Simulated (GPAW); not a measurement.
Runs of GPAW 26.7.0 on As. It takes space group R-3m (No. 166, trigonal). The conventional cell has a = 3.762 Å, b = 3.762 Å, c = 10.542 Å, α = 90.00°, β = 90.00°, γ = 120.00°. Around As (site symmetry 3m) lie 3 As at 2.51 Å. 

```tsv
task	level	potentials or basis	spin	cell	optimizer	fmax	max steps	band path	band points	gap on the mesh (eV)	pressure (GPa)	relaxed volume (Å³/atom)	largest force (eV/Å)
relaxation of cell and atoms	AM05	PAW data sets generated in the run's folder for this functional, pw	off	relaxed	BFGS	0.02 eV/Å	40	-	-	none	0.1	(a)	0.02
band structure	BP86	PAW data sets generated in the run's folder for this functional, pw	SOC, no magnetisation	as given	-	-	-	GLB1,BZGX,QFP1Z,LP	60	-	4.7	-	0.36
relaxation of cell and atoms	LDA	the program's PAW data sets (release 1.2.1) made for this functional, pw	off	relaxed	LBFGS	0.02 eV/Å	100	-	-	none	0.0	20.56	-
relaxation of cell and atoms	revTPSS	GPAW PAW data sets (gpaw-data 1.2.1), pw	off	relaxed to 2 GPa	BFGS	0.02 eV/Å	40	-	-	none	2.1	-	0.02
```

Alike in all rows: k mesh 6 × 6 × 6; cutoff (eV) 600; smearing fermi-dirac 0.05 eV.

Estimate the missing entries.

(a) 21.06.

Caveats: later steps reuse the first step's grids (some runs); spin-orbit coupling was added after a scalar SCF, so levels and gaps hold it while energy, forces, pressure and moments don't (some runs); this program's spin-orbit splittings come out too wide for heavy elements (some runs); the PAW data sets were made with another functional, which shifts forces and pressure a little (some runs).

A k mesh can miss the band edges, and rows without SOC leave out spin-orbit coupling on As.

A gap of «none» marks a metal or a gap under the smearing width.

Runs at the PBE level aren't shown here.
